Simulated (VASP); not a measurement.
Level of theory: revTPSS meta-GGA, VASP's PBE PAW potentials (set 64) (plane waves; VASP).

VASP input:

File POSCAR:
```
CsI
1
    4.5700000000     0.0000000000     0.0000000000
    0.0000000000     4.5700000000     0.0000000000
    0.0000000000     0.0000000000     4.5700000000
Cs I
1 1
Direct
  0.0000000000   0.0000000000   0.0000000000
  0.5000000000   0.5000000000   0.5000000000
```

### INCAR
```
NELM  =  100
ISIF  =  3
SIGMA  =  0.05
NSW  =  60
LMIXTAU  =  T
LREAL  =  F
SYSTEM  =  CsI
LMAXMIX  =  4
ALGO  =  Normal   # blocked Davidson
LWAVE  =  F
IBRION  =  2
ENCUT  =  520   # plane-wave cut-off (eV)
PREC  =  Accurate
LCHARG  =  F
EDIFF  =  1E-6   # SCF stop (eV)
EDIFFG  =  -0.01   # ionic stop
ISMEAR  =  0
LASPH  =  T   # aspherical one-centre terms
METAGGA  =  RTPSS
```

KPOINTS:
```
Automatic mesh
0
Gamma
  5 5 5
```

POTCAR, in this order: Cs_sv I (PBE.64 set). Program: vasp_std.

What VASP printed:

**OSZICAR**
```
       N       E                     dE             d eps       ncg     rms          rms(c)
DAV:   1     0.154023106888E+03    0.15402E+03   -0.62457E+03   240   0.117E+03
DAV:   2     0.445534266825E+02   -0.10947E+03   -0.10146E+03   388   0.252E+02
DAV:   3     0.340970888998E+02   -0.10456E+02   -0.10414E+02   320   0.840E+01
DAV:   4     0.337822900650E+02   -0.31480E+00   -0.31439E+00   296   0.196E+01
DAV:   5     0.337726365726E+02   -0.96535E-02   -0.96447E-02   312   0.317E+00    0.200E+00
DAV:   6     0.357791915258E+02    0.20066E+01   -0.32503E+00   240   0.286E+01    0.990E-01
DAV:   7     0.361660129864E+02    0.38682E+00   -0.51924E-01   292   0.651E+00    0.593E-01
DAV:   8     0.360748941754E+02   -0.91119E-01   -0.86084E-02   268   0.284E+00    0.420E-01
DAV:   9     0.361091175066E+02    0.34223E-01   -0.10527E-01   252   0.286E+00    0.248E-01
DAV:  10     0.360721161811E+02   -0.37001E-01   -0.36791E-02   264   0.192E+00    0.219E-01
DAV:  11     0.360507251888E+02   -0.21391E-01   -0.24601E-02   288   0.138E+00    0.122E-01
DAV:  12     0.360468456199E+02   -0.38796E-02   -0.20204E-03   272   0.421E-01    0.706E-02
DAV:  13     0.360468513041E+02    0.56842E-05   -0.60389E-05   284   0.603E-02    0.572E-02
DAV:  14     0.360467714278E+02   -0.79876E-04   -0.80453E-04   256   0.318E-01    0.424E-02
DAV:  15     0.360462927469E+02   -0.47868E-03   -0.19099E-04   284   0.117E-01    0.302E-02
DAV:  16     0.360462497630E+02   -0.42984E-04   -0.76694E-05   260   0.810E-02    0.137E-02
DAV:  17     0.360462290399E+02   -0.20723E-04   -0.23276E-05   264   0.551E-02    0.391E-03
DAV:  18     0.360462248172E+02   -0.42227E-05   -0.19794E-06   268   0.163E-02    0.159E-03
DAV:  19     0.360462251719E+02    0.35471E-06   -0.20223E-07   156   0.483E-03
   1 F= 0.36046225E+02 E0= 0.36046225E+02  d E =0.360462E+02
       N       E                     dE             d eps       ncg     rms          rms(c)
DAV:   1     0.360290592632E+02   -0.17166E-01   -0.33550E-01   240   0.338E+00    0.598E-01
DAV:   2     0.360411753563E+02    0.12116E-01   -0.21156E-02   244   0.890E-01    0.255E-01
DAV:   3     0.360443114060E+02    0.31360E-02   -0.89769E-03   240   0.612E-01    0.131E-01
DAV:   4     0.360440777166E+02   -0.23369E-03   -0.21434E-04   268   0.132E-01    0.124E-01
DAV:   5     0.360451471540E+02    0.10694E-02   -0.66025E-04   240   0.223E-01    0.364E-02
DAV:   6     0.360440879284E+02   -0.10592E-02   -0.10777E-03   240   0.273E-01    0.143E-02
DAV:   7     0.360440829085E+02   -0.50198E-05   -0.12194E-05   268   0.302E-02    0.844E-03
DAV:   8     0.360440855285E+02    0.26200E-05   -0.86290E-06   256   0.216E-02    0.143E-02
DAV:   9     0.360440803713E+02   -0.51572E-05   -0.91484E-06   240   0.310E-02    0.195E-02
DAV:  10     0.360440797600E+02   -0.61128E-06   -0.30937E-07   164   0.741E-03
   2 F= 0.36044080E+02 E0= 0.36044080E+02  d E =-.214541E-02
       N       E                     dE             d eps       ncg     rms          rms(c)
DAV:   1     0.360062059697E+02   -0.37874E-01   -0.81850E-01   240   0.524E+00    0.937E-01
DAV:   2     0.360363444107E+02    0.30138E-01   -0.52742E-02   244   0.139E+00    0.400E-01
DAV:   3     0.360440271386E+02    0.76827E-02   -0.21761E-02   240   0.952E-01    0.204E-01
DAV:   4     0.360434207443E+02   -0.60639E-03   -0.54416E-04   268   0.207E-01    0.192E-01
DAV:   5     0.360460605474E+02    0.26398E-02   -0.17216E-03   240   0.356E-01    0.590E-02
DAV:   6     0.360434022252E+02   -0.26583E-02   -0.26711E-03   240   0.426E-01    0.200E-02
DAV:   7     0.360433880865E+02   -0.14139E-04   -0.30187E-05   272   0.477E-02    0.103E-02
DAV:   8     0.360433958783E+02    0.77918E-05   -0.22807E-05   240   0.356E-02    0.173E-02
DAV:   9     0.360433835553E+02   -0.12323E-04   -0.21243E-05   244   0.439E-02    0.165E-02
DAV:  10     0.360433829946E+02   -0.56067E-06   -0.24644E-07   184   0.488E-03
   3 F= 0.36043383E+02 E0= 0.36043383E+02  d E =-.284218E-02
       N       E                     dE             d eps       ncg     rms          rms(c)
DAV:   1     0.360422969530E+02   -0.10866E-02   -0.22854E-02   240   0.883E-01    0.149E-01
DAV:   2     0.360431090987E+02    0.81215E-03   -0.13937E-03   244   0.229E-01    0.631E-02
DAV:   3     0.360433121437E+02    0.20305E-03   -0.59439E-04   240   0.156E-01    0.362E-02
DAV:   4     0.360432953111E+02   -0.16833E-04   -0.13866E-05   268   0.353E-02    0.339E-02
DAV:   5     0.360433662829E+02    0.70972E-04   -0.54993E-05   240   0.710E-02    0.992E-03
DAV:   6     0.360432821350E+02   -0.84148E-04   -0.83675E-05   240   0.844E-02    0.397E-03
DAV:   7     0.360432819982E+02   -0.13678E-06   -0.78966E-07   180   0.822E-03
   4 F= 0.36043282E+02 E0= 0.36043282E+02  d E =-.294317E-02
```

OUTCAR:
```
------------------------ aborting loop because EDIFF is reached ----------------------------------------
  FORCE on cell =-STRESS in cart. coord.  units (eV):
  Direction    XX          YY          ZZ          XY          YZ          ZX
  --------------------------------------------------------------------------------------
  Total       -0.0186886     -0.0186886     -0.0186886      0.0000000      0.0000000     -0.0000000
  in kB       -0.3036551     -0.3036551     -0.3036551      0.0000000      0.0000000     -0.0000000
  external PRESSURE =      -0.3036551 kB  Pullay stress =       0.0000000 kB
  volume of cell :       98.61
      direct lattice vectors                 reciprocal lattice vectors
     4.619933075  0.000000000  0.000000000     0.216453352  0.000000000  0.000000000
    -0.000000000  4.619933075 -0.000000000    -0.000000000  0.216453352  0.000000000
    -0.000000000 -0.000000000  4.619933075    -0.000000000  0.000000000  0.216453352
 POSITION                                       TOTAL-FORCE (eV/Angst)
 -----------------------------------------------------------------------------------
      0.00000      0.00000      0.00000         0.000000     -0.000000      0.000000
      2.30997      2.30997      2.30997        -0.000000      0.000000      0.000000
 -----------------------------------------------------------------------------------
    total drift:                                0.000000      0.000000      0.000000
  FREE ENERGIE OF THE ION-ELECTRON SYSTEM (eV)
  ---------------------------------------------------
  free  energy   TOTEN  =        36.0432819982 eV

  energy  without entropy=       36.0432819982  energy(sigma->0) =       36.04328200

 reached required accuracy - stopping structural energy minimisation
```
(Selected blocks of OUTCAR.)

### CONTCAR
```
CsI
   1.00000000000000
     4.6199330745888760    0.0000000000000000    0.0000000000000000
    -0.0000000000000000    4.6199330745888760   -0.0000000000000000
    -0.0000000000000000   -0.0000000000000000    4.6199330745888760
  Cs              I
     1     1
Direct
     0.0000000000000000    0.0000000000000000    0.0000000000000000
     0.5000000000000000    0.5000000000000000    0.5000000000000000
```

Energy and stress use the plane-wave basis of the starting cell.

The compound is CsI in the CsCl type structure. This run relaxes it. Symmetry was kept, so distortions that lower it aren't found.
